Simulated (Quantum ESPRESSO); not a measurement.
## WC (Qusongite): phonon spectrum and thermodynamics under several settings

```
CELL_PARAMETERS angstrom
2.90650 0.00000 0.00000
-1.45325 2.51710 0.00000
0.00000 0.00000 2.83660
ATOMIC_POSITIONS crystal
W 0.00000 0.00000 0.00000
C 0.66667 0.33333 0.50000
```

All runs used Quantum ESPRESSO 7.5; k mesh 8 × 8 × 6; relaxed cell; no spin polarisation; cutoff 1116 eV; occupations cold, width 0.2 eV; q mesh 2 × 2 × 2.

```csv
level,potentials,volume (Å³/atom),highest frequency (cm⁻¹),zero-point energy (meV/atom),entropy at room temperature (k_B/atom)
LDA,PseudoDojo 0.4.1 SR LDA standard,?,?,?,?
PBE,PseudoDojo 0.4.1 SR PBE standard,10.53,737,77.3,1.96
PBEsol,PseudoDojo 0.4.1 SR PBEsol standard,10.30,758,79.5,1.90
```

**Question.** What stands in the row left open?

**Answer.** Volume 10.12 Å³/atom; highest frequency 771 cm⁻¹; zero-point energy 80.8 meV/atom; entropy at room temperature 1.87 k_B/atom.

Caveats: all runs use coarse meshes; the mesh is thin for the phonons of a metal.

For the row left open. Caveat: the k mesh is coarse (spacing up to 0.37 Å⁻¹), so the values aren't converged; the mesh is thin for the phonons of a metal; the q mesh is small, so phonon branches between its points and thermal values are rough.
